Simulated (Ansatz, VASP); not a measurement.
# Sb in VASP and in Ansatz

File INCAR:

```
SYSTEM = Sb
  ALGO = Normal
  EDIFF = 1E-7
  EDIFFG = -0.01
  ENCUT = 600
  GGA = RP
  IBRION = 2
  ISIF = 3
  ISMEAR = -1
  IVDW = 13
  LASPH = .True.
  LCHARG = .False.
  LREAL = .False.
  LWAVE = .False.
  NELM = 60
  NSW = 60
  PREC = Accurate
  SIGMA = 0.05
```

Contents of KPOINTS:

```
k-points
0
Gamma
  8 8 8
  0 0 0
```

Contents of POSCAR:

```
Sb
1.0
    2.1542000000      1.2437279499      3.7580000000
   -2.1542000000      1.2437279499      3.7580000000
    0.0000000000     -2.4874558998      3.7580000000
Sb
2
Direct
    0.7665100000      0.7665100000      0.7665100000
    0.2334900000      0.2334900000      0.2334900000
```

File input.yaml:

```yaml
crystal:
  lattice:
    - [2.1542, 1.2437279499, 3.758]
    - [-2.1542, 1.2437279499, 3.758]
    - [0.0, -2.4874558998, 3.758]
  atoms:
    - { symbol: Sb, position: [0.76651, 0.76651, 0.76651] }
    - { symbol: Sb, position: [0.23349, 0.23349, 0.23349] }
hamiltonian:
  xc: rpbe
  pseudopotentials: { kind: paw }
  dispersion: d4
kpoints:
  mp_grid: { grid: [8, 8, 8] }
scf:
  occupations: { method: fermi_dirac, width: 0.05 }
output:
  forces: true
  stress: true
relax:
  f_tol: 0.01
  max_steps: 40
  cell: { stress_tol: 0.05 }
```

Alike in both runs: task relaxation of cell and atoms; functional RPBE; dispersion D4; k mesh 8 × 8 × 8; occupations fermi-dirac, width 0.05 eV; no spin polarisation.

|  | VASP | Ansatz |
| --- | --- | --- |
| version | VASP 6.6.1 | Ansatz 0.2.0 |
| potentials or method | VASP PAW PBE potentials, release 64 (Sb) | Ansatz PAW |
| plane-wave cutoff (eV) | 600 | 420 |
| valence electrons in the cell | 10 | 30 |

```tsv
	VASP	Ansatz	Ansatz less VASP
relaxed volume (Å³/atom)	28.79	28.81	+0.026
relaxed cell length with the largest relative difference (Å)	4.379	4.382	+0.0035
energy change over the relaxation (meV/atom)	-15	-13	+1.9
```

The two sets of potentials don't hold the same shells in valence.

Caveats: the PAW data sets were made with another functional, which shifts forces and pressure a little (VASP); pairwise dispersion overbinds metals, which lowers pressure and volume (VASP); the plane-wave basis is chosen anew once the cell has moved, so the energies of steps on either side of that aren't comparable (Ansatz); the PAW data sets come from PBE, with cores solved anew for the run's functional, which leaves a small shift of forces and pressure (Ansatz). The runs have no spin-orbit coupling, so splittings on Sb are missing.
